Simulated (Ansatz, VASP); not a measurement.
# Pt: VASP beside Ansatz

```xyz
1
Lattice="0.0000 1.9851 1.9851 1.9851 0.0000 1.9851 1.9851 1.9851 0.0000" Properties=species:S:1:pos:R:3 pbc="T T T"
Pt    0.0000    0.0000    0.0000
```

Alike in both runs: task relaxation of cell and atoms; functional PBE; k mesh 20 × 20 × 20; occupations fermi-dirac, width 0.15 eV; no spin polarisation.

```csv
,VASP,Ansatz
version,VASP 6.6.1,Ansatz 0.2.0
potentials or method,"VASP PAW PBE potentials, release 64 (Pt)","scalar-relativistic, plane waves, PAW"
plane-wave cutoff (eV),600,420
valence electrons in the cell,10,18
```

|  | VASP | Ansatz | Ansatz less VASP |
| --- | --- | --- | --- |
| gap on the k mesh at the Fermi level, each at its own relaxed structure (eV) | none | none | - |
| relaxed volume (Å³/atom) | 15.67 | 15.69 | +0.026 |
| relaxed cell length with the largest relative difference (Å) | 2.809 | 2.810 | +0.0016 |

A gap of «none» marks a metal or a gap that the smearing closes. The two sets of potentials don't hold the same shells in valence.

The runs have no spin-orbit coupling, so splittings on Pt are missing.
